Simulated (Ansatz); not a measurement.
Input and command of a calculation in Ansatz (plane waves; scalar-relativistic PAW potentials unless the input names others):

```yaml
crystal:
  lattice:
    - [4.778242, 0.695048, -0.844282]
    - [0.639567, 5.388123, -0.368401]
    - [-0.887142, -0.401827, 5.851338]
  atoms:
    - { symbol: B, position: [0.8359155548, 0.5642610374, 0.7078265767] }
    - { symbol: B, position: [0.4533162045, 0.6665349641, 0.5730726729] }
    - { symbol: B, position: [0.7065160207, 0.7617413784, 0.1573947962] }
    - { symbol: B, position: [0.956805567, 0.9353427851, 0.2521602159] }
    - { symbol: B, position: [0.1023971885, 0.1953383341, 0.3091761207] }
    - { symbol: P, position: [0.4530245299, 0.2834472962, 0.9181650185] }
    - { symbol: P, position: [0.6212682075, 0.8790322732, 0.8446640495] }
    - { symbol: P, position: [0.8635932401, 0.4172788652, 0.0262508344] }
    - { symbol: P, position: [0.3802410662, 0.8581714148, 0.2962375004] }
    - { symbol: P, position: [0.179308187, 0.4548175951, 0.5817961112] }
basis:
  ecutwfc: 420
  ecutrho_ratio: 4
kpoints:
  mp_grid: { grid: [5, 4, 4] }
hamiltonian:
  xc: rpbe
scf:
  occupations: { method: gaussian, width: 0.02 }
output:
  forces: true
  eigenvalues: true
  stress: true
```

```bash
ansatz run input.yaml --threads 2 --pin off --max-ram 4096MiB --backend cpu --events-out ev --progress --plain --runs-dir out
```

Abridged log:
```
Pseudopotentials: kind: paw
Pseudopotential: B, paw, valence charge 3, recommended cutoff 420 eV (normal)
Pseudopotential: P, paw, valence charge 5, recommended cutoff 420 eV (normal)
Functional definition: RPBE
Crystal: 10 atoms, lattice volume = 143.747 Å³
Basis set: ecut = 420 eV, 2825 PW (Γ), exchange–correlation on 72×80×80 points (8 copies of the dense FFT grid, shifted against one another)
Bands: 30, of which v1, the nominal top of the filled ones, is band 20 counted from 1 (19 counted from 0)
Symmetry: 1 space group operations
Space group: P1 (ITA 1), of the structure as read, at distance tolerance 5.2e-5 Å
k-points: 42 of 80 (time reversal used)
Initial density: superposition of atomic densities (neutral atoms: chi_scale 0, normalization atom), corrected by the library's trained network
Initial wavefunctions: pseudopotential atomic-orbital guess
Functional: x = rpbe, c = pbe(β = 0.06672455)
SCF iter   1: F=—  HF=-4577.306976 eV  |F-HF|=—  |Δ(HF+E_count)|=         —  Δρ=6.42e-3  dr2=6.96e-2  ethr=1.77e-3  ⟨swp⟩=8.7  Hψ=7885  notcnv=0  defer=7
SCF iter   2: F=—  HF=-4577.300019 eV  |F-HF|=—  |Δ(HF+E_count)|=   6.96e-3  Δρ=3.30e-3  dr2=1.43e-2  ethr=1.74e-4  ⟨swp⟩=2.5  Hψ=2194  notcnv=0  defer=153
SCF iter   3: F=—  HF=-4577.300989 eV  |F-HF|=—  |Δ(HF+E_count)|=   9.70e-4  Δρ=8.24e-4  dr2=1.29e-3  ethr=3.58e-5  ⟨swp⟩=3.1  Hψ=2155  notcnv=0  defer=111
automatic band count: iteration 3 solves 29 bands in place of 30: the levels show a gap, and the empty bands left out lie too high to hold charge; the band table lists the bands solved (type scf.n_extra_bands for more)
SCF iter   4: F=—  HF=-4577.301720 eV  |F-HF|=—  |Δ(HF+E_count)|=   7.32e-4  Δρ=2.37e-4  dr2=1.78e-4  ethr=3.23e-6  ⟨swp⟩=2.6  Hψ=1992  notcnv=0  defer=111
SCF iter   5: F=—  HF=-4577.301992 eV  |F-HF|=—  |Δ(HF+E_count)|=   2.72e-4  Δρ=9.45e-5  dr2=2.71e-5  ethr=4.46e-7  ⟨swp⟩=2.0  Hψ=1915  notcnv=0  defer=111
SCF iter   6: F=—  HF=-4577.302040 eV  |F-HF|=—  |Δ(HF+E_count)|=   4.80e-5  Δρ=3.07e-5  dr2=2.94e-6  ethr=6.77e-8  ⟨swp⟩=2.0  Hψ=1931  notcnv=0  defer=111
SCF iter   7: F=—  HF=-4577.302047 eV  |F-HF|=—  |Δ(HF+E_count)|=   7.12e-6  Δρ=9.70e-6  dr2=2.25e-7  ethr=7.35e-9  ⟨swp⟩=2.7  Hψ=2021  notcnv=0  defer=111
SCF iter   8: F=-4577.302048 eV  HF=-4577.302048 eV  |F-HF|=2.79e-8  |Δ(HF+E_count)|=   6.29e-7  Δρ=3.39e-6  dr2=3.45e-8  ethr=2.50e-10  ⟨swp⟩=12.6  Hψ=6946  notcnv=0
SCF 1 converged in 8 iterations: F = -4577.302048 eV  dr2 = 3.45e-8
SCF converged after 8 iterations
Free energy (F): -4577.302048 eV
Harris-Foulkes:  -4577.302048 eV  (|F-HF|=2.79e-8)
Internal energy: -4577.302048 eV  (E = F + TS)
E sigma→0 (E₀):  -4577.302048 eV
Fermi energy:    7.109705 eV
--- Forces (eV/Å), atoms counted from 1 ---
  atom   1  B      0.02999229    -0.03588323     0.01094836
  atom   2  B     -0.05032571     0.00141118    -0.04967472
  atom   3  B     -0.04665668    -0.01124905     0.02763032
  atom   4  B      0.05081514    -0.02469282    -0.01187804
  atom   5  B      0.00960214     0.02653997     0.00475047
  atom   6  P      0.01580001    -0.02758565     0.01270147
  atom   7  P     -0.01715374     0.09120252    -0.00558234
  atom   8  P      0.04703598    -0.02466535    -0.03248739
  atom   9  P     -0.03484973     0.01559983     0.04681999
  atom  10  P     -0.00422498    -0.01070651    -0.00330145
--- Stress (GPa, compression-positive) ---
        2.447306       0.155753       0.017311
        0.155753       2.143768       0.022196
        0.017312       0.022199       2.124238
  P = ⅓ Tr σ = 2.2384 GPa (22.384 kbar)
```

Apart from outputs and empty bands, the input differs from a reference run on usual settings in hamiltonian.xc: "pbe" → "rpbe"; basis.ecutrho_ratio: not typed → 4. The reference, at the same geometry (not necessarily relaxed), gave pressure 0.00 GPa, largest force 0.088 eV/Å, gap on the mesh 0.77 eV. This run converged in 8 SCF iterations (reference: 8) with a total energy on another zero, pressure 2.24 GPa, largest force 0.093 eV/Å, gap on the mesh 0.79 eV.

The run took 9.2 s on 2 threads of Intel(R) Xeon(R) Platinum 8488C (Sapphire Rapids) (shared host), peak memory 0.47 GiB.